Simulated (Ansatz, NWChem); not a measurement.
Errors in the dipole moment

6 molecules of light elements (H to F); the dipole moment in D, computed less measured. Shapes, held fixed at every level: PBE0-D4/def2-TZVP. No vibrational averaging. Dipoles are compared by magnitude; molecules under 1 D, whose direction can flip, are left out. Programs: Ansatz 0.2.0, NWChem 7.3.0. A level may come from different programs for different species; with the same settings they agree closely. Measured values: NIST CCCBDB.

Levels: A = HF/def2-SVP; B = r2SCAN-D4/def2-TZVPP; C = B3LYP-D4/def2-TZVPP.

```csv
molecule,measured,A,B,C
HF (hydrogen fluoride),1.82,+0.17,+0.02,+0.03
CH2F2 (SMILES FCF),1.97,+0.30,-0.17,-0.10
C2F3N (cyanotrifluoromethane),1.33,-0.16,+0.16,+0.07
C2H5N (N-methylmethanimine),1.53,+0.21,-0.10,-0.06
C3H6O (acetone),2.88,+0.40,+0.09,+0.11
C3H6O (propylene oxide),2.01,+0.37,-0.16,-0.09
```

Q: Which level does best on this set, which worst, and which err to one side?

A: 
| level | kind | mean error | mean absolute error | worst case |
| --- | --- | --- | --- | --- |
| HF/def2-SVP | Hartree–Fock | +0.215 | 0.268 | C3H6O (acetone) |
| r2SCAN-D4/def2-TZVPP | meta-GGA | -0.027 | 0.117 | CH2F2 |
| B3LYP-D4/def2-TZVPP | global hybrid | -0.007 | 0.077 | C3H6O (acetone) |

On this set B3LYP-D4/def2-TZVPP has the smallest mean absolute error and HF/def2-SVP the largest. HF/def2-SVP is too high in 5 of 6. The tabulated value of C2F3N is in doubt (older tables, estimates, or at odds with other calculations) and kept here. Over the 5 molecules whose values aren't doubted the mean absolute errors are A 0.290; B 0.108; C 0.078. The set is small.
